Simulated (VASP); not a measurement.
Wanted: the native input for a VASP 6.6.1 run.

| Quantity | Value |
| --- | --- |
| Task | single point |
| Functional | PBE |
| Potentials or basis | VASP PAW PBE potentials, release 64 (O, H, C) |
| Cutoff | 520 eV |
| k mesh | 1 × 1 × 1 |
| Occupations | fermi-dirac, width 0.05 eV |
| Spin | no spin polarisation |
| Dipole correction | no |
| Further INCAR settings | LREAL = Auto; ALGO = Normal; EDIFF = 1e-06; NBANDS = 48 |

The structure of H12CO8 lies in POSCAR:

```
H12CO8
1.0
    6.8384790000      0.0000000000      0.0000000000
    0.0000000000      6.8384790000      0.0000000000
    0.0000000000      0.0000000000      6.8384790000
O H C
8 12 1
Direct
    0.3044536658      0.8365749167      0.2708497021
    0.0458142812      0.5242540044      0.1118816041
    0.9446983752      0.1755507328      1.0379354824
    0.2301096487      0.3656807311      0.7668079408
    0.6294674591      0.2166271184      0.6731906320
    0.9385127892      0.6466496424      0.5279975269
    0.6594595085      0.4800043986     -0.0147108736
    0.8166289609      0.7725987021     -0.0650437034
    0.2508160075      0.8981821835      0.3861677429
    0.3006224045      0.7103041480      0.2294223613
    0.1365947018      0.5929827378      0.0147108736
    0.0250786761      0.3870890003      0.0666230020
    1.0131346459      0.0628648564      0.9792382195
    0.8051059307      0.1874100951      0.9551392934
    0.2052795658      0.3923387057      0.6312514815
    0.1030931001      0.3086943749      0.7904389266
    0.5394913109      0.3167663453      0.7159194318
    0.6222143842      0.2135270138      0.5308344151
    0.9739153984      0.7558113434      0.5976913872
    0.8117009645      0.6000895813      0.5282899896
    0.7334379472      0.6330793734     -0.0297873255
```

The cell was built by a generator and needn't be a form met in nature.

One way to write it, as run:

INCAR

```
SYSTEM = H12CO8
PREC = Accurate
ENCUT = 520
EDIFF = 1E-6
ISMEAR = -1
SIGMA = 0.05
LREAL = Auto
LASPH = .TRUE.
NELM = 100
ALGO = Normal
ISIF = 2
LWAVE = .FALSE.
LCHARG = .FALSE.
GGA = PE
NBANDS = 48
```

KPOINTS

```
regular mesh
0
G
  1 1 1
  0 0 0
```

Potentials or basis: VASP PAW PBE potentials, release 64 (O, H, C).

Command:

```console
$ cat potpaw_PBE.64/O/POTCAR potpaw_PBE.64/H/POTCAR potpaw_PBE.64/C/POTCAR > POTCAR
$ mpirun -np 1 vasp_gam > vasp.out
```

It gave:

```json
{"Pressure": "2.3 GPa", "Largest force": "5.316 eV/Å", "Band gap on the k mesh": "3.73 eV, direct"}
```

Caveat: the standard files for N, O and F lose accuracy on very short bonds.

Wall time 30 s on 1 thread of Intel(R) Xeon(R) Platinum 8488C (Sapphire Rapids), with other jobs on the host, peak memory 0.35 GiB.
